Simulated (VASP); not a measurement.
Here is a VASP 6.6.1 calculation.

The input INCAR:

```
PREC     = Accurate       # precision mode
ENCUT    = 520            # plane-wave cutoff, eV
EDIFF    = 1E-7           # SCF threshold, eV
ISMEAR   = -1             # smearing method
SIGMA    = 0.05           # smearing width, eV
LREAL    = Auto         
LASPH    = T              # aspherical terms in the spheres
NELM     = 80             # most SCF steps
ALGO     = Normal         # electronic algorithm
ISIF     = 2              # what is computed and relaxed
LWAVE    = F              # write WAVECAR
LCHARG   = F              # write CHGCAR
GGA      = PE             # functional
IVDW     = 12             # dispersion correction
NBANDS   = 72             # bands
```

KPOINTS

```
regular mesh
0
Gamma
  1 1 1
```

File POSCAR:

```
H3C2N
1.0
    8.0517480000      0.0000000000      0.0000000000
    0.0000000000      8.0517480000      0.0000000000
    0.0000000000      0.0000000000      8.0517480000
C N H
12 6 18
Direct
    0.7447575359      0.2532120975      0.2632471856
    0.6157420724      0.3734716983      0.2330053052
    0.3842395465      0.4332972170      0.6387805480
    0.2274288763      0.4722452814      0.5658398648
    0.8294472207      0.8014284600      0.9538798283
    0.7915424079      0.6461702478      0.8566711228
    0.7284629375      0.7368586300      0.3988823297
    0.7620953860      0.8826654784      0.4974944571
    0.1853013780      1.0588880824      0.5500668923
    0.2566647640      0.9398083497      0.6622040332
    0.1581519938      0.4971467065      0.0852858286
    0.1957835740      0.3252709846      0.1149315652
    0.5184836883      0.4754992332      0.2431894292
    0.1032074029      0.4942156660      0.4872109758
    0.7710872223      0.5347658670      0.7719441791
    0.7667403401      0.9886921449      0.5954856014
    0.3346850895      0.8472570180      0.7444346246
    0.2151334095      0.1830534190      0.1470860737
    0.6903718298      0.1754153260      0.3711243819
    0.7774957686      0.1542646392      0.1716645876
    0.8541499312      0.3133356881      0.3246251621
    0.3668520177      0.3470426546      0.7405596896
    0.4688050346      0.4117118420      0.5459187247
    0.4338809411      0.5458193674      0.7057846321
    0.9584751038      0.8408981503      0.9459809224
    0.7512281805      0.9136276992      0.9054058821
    0.7692987908      0.7751360326      1.0828331935
    0.6513368277      0.6533239739      0.4664825576
    0.6906202231      0.7724285460      0.2676189071
    0.8473439556      0.6635080979      0.3952930469
    0.1953240464      1.0535352075      0.4076754513
    0.0523116223      1.0722268009      0.5657653469
    0.2488279564      1.1753348465      0.5759991495
    0.0539261785      0.5208682636      0.0024839327
    0.1302201708      0.5364549412      0.2101779638
    0.2739280961      0.5573572347      0.0389853234
```

Potentials or basis: VASP PAW PBE potentials, release 64 (C, N, H).

The run is started by

```sh
$ cat potpaw_PBE.64/C/POTCAR potpaw_PBE.64/N/POTCAR potpaw_PBE.64/H/POTCAR > POTCAR
$ mpirun -np 1 vasp_gam > vasp.out
```

Question: Predict the band gap on the k mesh.

Answer: 6.08 eV, direct.

Question: What does it give for the dispersion energy per atom?

Answer: -0.045 eV.

Question: Predict the pressure.

Answer: -0.5 GPa.

Forces in eV/Å, atoms in the order of the input:
```
C   -0.191 -1.606  1.906
C    2.744 -2.454 -0.200
C   -1.196  2.309  2.798
C   -3.277  0.646 -2.465
C   -3.124 -0.143  0.084
C    1.209  4.500  2.151
C    2.119  0.450 -1.109
C   -0.818 -0.595  0.332
C   -0.107  0.597 -1.351
C    1.176 -1.331 -0.286
C    1.131  0.005 -0.267
C   -0.237 -2.686 -0.018
N   -2.528  2.521 -0.210
N    2.597 -0.360  1.935
N   -0.681 -2.822 -1.821
N    0.350  0.603  0.073
N   -0.882  0.722 -0.426
N   -0.148  1.881 -0.429
H    0.553  0.692 -0.900
H   -0.140  1.073 -0.050
H   -0.289 -0.224 -0.685
H    0.333 -0.826 -0.020
H    1.841 -1.186 -1.728
H   -0.398 -0.284 -0.414
H    0.304 -0.328  0.405
H    0.854 -1.590  0.194
H    1.439  0.480 -1.322
H   -1.220 -0.287  0.220
H   -0.095 -0.574  1.322
H   -0.351  0.416 -0.350
H    0.517 -0.885  1.308
H   -0.449  0.199  0.535
H   -0.197  0.360  0.195
H   -0.120 -0.278 -0.211
H   -0.149  0.922  0.562
H   -0.572  0.084  0.242
```

Caveat: the standard files for N, O and F lose accuracy on very short bonds.
